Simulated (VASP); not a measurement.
A run of VASP 6.6.1 is set up as follows.

Contents of INCAR:

```
ALGO     = Normal         # electronic algorithm
AMIX     = 0.2          
AMIX_MAG = 0.8          
BMIX     = 1E-4         
BMIX_MAG = 1E-4         
EDIFF    = 1E-7           # SCF threshold, eV
EDIFFG   = -0.005         # ionic threshold
ENCUT    = 600            # plane-wave cutoff, eV
GGA      = PE             # functional
IBRION   = 2              # ionic algorithm
ISIF     = 3              # what is computed and relaxed
ISMEAR   = 1              # smearing method
ISPIN    = 2              # spin polarisation
LASPH    = True           # aspherical terms in the spheres
LCHARG   = False          # write CHGCAR
LMAXMIX  = 4              # l up to which the mixer works
LORBIT   = 11             # projections on sites
LREAL    = False          # projectors in reciprocal space
LWAVE    = False          # write WAVECAR
MAGMOM   = 2              # initial moments
NELM     = 150            # most SCF steps
NSW      = 90             # ionic steps
PREC     = Accurate       # precision mode
SIGMA    = 0.1            # smearing width, eV
```

KPOINTS

```
k-points
0
Gamma
  18 18 18
```

The input POSCAR:

```
Ni                                      
1.0
   -0.0000000000      1.7582122178      1.7582122178
    1.7582122178      0.0000000000      1.7582122178
    1.7582122178      1.7582122178     -0.0000000000
  Ni            
     1
Direct
     0.0000000000000000    0.0000000000000000    0.0000000000000000
```

Potentials or basis: VASP PAW PBE potentials, release 64 (Ni).

Run with:

```console
$ cat potpaw_PBE.64/Ni/POTCAR > POTCAR
$ mpirun -np 1 vasp_std > vasp.out
```

(1) Predict the site moments.

(2) Predict the net moment.

Answers

(1) Ni +0.63 μB.

(2) 0.62 μB per cell.

Caveat: the relaxation stopped at its first step, so nothing moved.
